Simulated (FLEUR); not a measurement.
# FeO (Wuestite) under changes of volume

One of the cells (10.013 Å³/atom); the others are scaled copies at fixed shape and fractional positions:

```
Fe O
1.0
     0.00000    2.15540    2.15540
     2.15540    0.00000    2.15540
     2.15540    2.15540    0.00000
Fe O
1 1
Direct
  0.00000 0.00000 0.00000
  0.50000 0.50000 0.50000
```

- Program: FLEUR MaX-R8.1 (later development tree)
- Functional: LDA
- Potentials or basis: all-electron
- Basis: FLAPW
- Kmax: 4.73 1/bohr
- k mesh: 11 × 11 × 11
- Occupations: fermi-dirac, width 0.05 eV
- Spin: collinear spin, ferromagnetic start
- Starting moments: [3.0, 0.0] μB

| volume (Å³/atom) | energy over the lowest point (meV/atom) | moment (μB per cell) |
| --- | --- | --- |
| 9.413 | 0.00 | 3.96 |
| 9.613 | ? | ? |
| 10.013 | 39.41 | 4.00 |
| 10.414 | 86.19 | 4.00 |
| 10.614 | 114.44 | 4.00 |

**Question.** What does the run at 9.613 Å³/atom give?

**Answer.** Energy over the lowest point 8.33 meV/atom; moment 3.99 μB per cell.

Worked out: A Birch-Murnaghan fit of order 2 (a polynomial in V^(-2/3)) to the other rows has its minimum at 9.21 Å³/atom, just outside them, with B0 = V·E''(V) = 223 GPa. It gives 8.45 meV/atom at 9.613 Å³/atom, against the run's 8.33. A parabola through the other rows of the moment, of slope 0.0742 μB per Å³/atom there, gives 3.98 μB, against the run's 3.99.

Energies are extrapolated to zero smearing.

Caveats: a cell with one magnetic atom can't hold antiferromagnetic order, which such compounds often take.
